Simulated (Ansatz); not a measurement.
**Is this AlN structure a true minimum?**

The structure comes from a generated guess, relaxed at this level; another structure or a mixture of phases may lie lower.

These are results of Ansatz, DFT PBE, scalar-relativistic, plane waves, PAW, not measurements. Settings: cutoff 420 eV, Γ-centred mesh 12×12×2 on the computed 16-atom cell, Gaussian smearing of 0.02 eV; no spin polarisation.

The cell below (16 atoms, space group P3m1 (No. 156)) is relaxed within its symmetry.

```cif
data_structure
_symmetry_space_group_name_H-M 'P 1'
_symmetry_Int_Tables_number 1
_cell_length_a 3.1205
_cell_length_b 3.1205
_cell_length_c 20.2233
_cell_angle_alpha 90.000
_cell_angle_beta 90.000
_cell_angle_gamma 120.000
_cell_volume 170.55
loop_
_atom_site_label
_atom_site_type_symbol
_atom_site_fract_x
_atom_site_fract_y
_atom_site_fract_z
_atom_site_occupancy
Al1 Al 0.33333 0.66667 0.82754 1
Al2 Al 0.00000 0.00000 0.70199 1
Al3 Al 0.66667 0.33333 0.32854 1
Al4 Al 0.66667 0.33333 0.57749 1
Al5 Al 0.00000 0.00000 0.45300 1
Al6 Al 0.33333 0.66667 0.07750 1
Al7 Al 0.00000 0.00000 0.20305 1
Al8 Al 0.66667 0.33333 0.95303 1
N1 N 0.66667 0.33333 0.04723 1
N2 N 0.66667 0.33333 0.67170 1
N3 N 0.33333 0.66667 0.92226 1
N4 N 0.00000 0.00000 0.29777 1
N5 N 0.00000 0.00000 0.79673 1
N6 N 0.00000 0.00000 0.54720 1
N7 N 0.33333 0.66667 0.17224 1
N8 N 0.66667 0.33333 0.42273 1
```

For the test it was strained at random (σ = 1.5 % a component), the atoms were moved at random (σ = 0.05 Å), and all was relaxed again on a coarse 6×6×1 mesh (in the run’s order of axes) with 0.10 eV smearing, with no symmetry imposed.

**Question.** Does it come back?

**Answer.** It returns, within 1 meV/atom of the unmoved cell on that mesh and with the same symmetry when read at 0.1 Å. So it is stable against the distortions that fit this cell and that this random move excites. Modes that don't fit the cell aren't tested.
